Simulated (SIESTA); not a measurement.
Bi:

```
Bi
1.0
     3.48860   -3.13258    0.00000
     3.48860    3.13258    0.00000
    -1.26023    0.00000    3.11355
Bi
2
Direct
  0.75306 0.75306 0.85738
  0.24694 0.24694 0.14262
```

This isn't the form of Bi at room conditions, which is rhombohedral.

| Property | Result |
| --- | --- |
| Program | SIESTA 5.4.2 |
| Task | relaxation of cell and atoms |
| Functional | vdW-DF |
| Potentials or basis | PseudoDojo 0.4 standard (PBE files) |
| Basis | DZP (energy shift 0.003 Ry; two zetas on semicore shells) |
| Grid cutoff | 500 Ry |
| Energy shift | 0.003 Ry |
| k mesh | 6 × 6 × 9 |
| Occupations | fermi-dirac, width 0.05 eV |
| Spin | no spin polarisation |

At the start: pressure 3.4 GPa; volume 34.03 Å³/atom.

**Question.** How do energy, volume and symmetry change on relaxing?

**Answer.** Over 13 steps the energy falls by 27.5 meV/atom and the volume is 36.73 Å³/atom (+7.9 %); space group C2/m (No. 12, to 0.05 Å).

The path:
```tsv
step	energy change (eV)	largest force (eV/Å)	pressure (GPa)	volume (Å³)
1	0.0000	0.0097	3.37	68.05
2	-0.0051	0.0126	3.18	68.29
3	-0.0505	0.0790	0.24	72.55
4	-0.0489	0.0822	0.45	72.17
5	-0.0527	0.0613	-0.04	73.21
6	-0.0534	0.0368	-0.07	73.44
7	-0.0541	0.0184	-0.16	73.91
8	-0.0542	0.0433	0.06	73.18
9	-0.0549	0.0097	0.10	73.32
10	-0.0549	0.0061	0.11	73.39
11	-0.0547	0.0093	0.12	73.39
12	-0.0548	0.0014	0.09	73.38
13	-0.0550	0.0043	0.06	73.46
```

Final structure:
```
Bi
1.0
     3.58363   -3.17857   -0.01663
     3.58363    3.17857   -0.01663
    -1.30941    0.00000    3.23051
Bi
2
Direct
  0.75914 0.75914 0.86475
  0.24086 0.24086 0.13525
```

Caveat: the potentials were made for another functional, which shifts forces and pressure; the basis of atomic orbitals isn't converged, which shifts pressures, moduli and gaps.
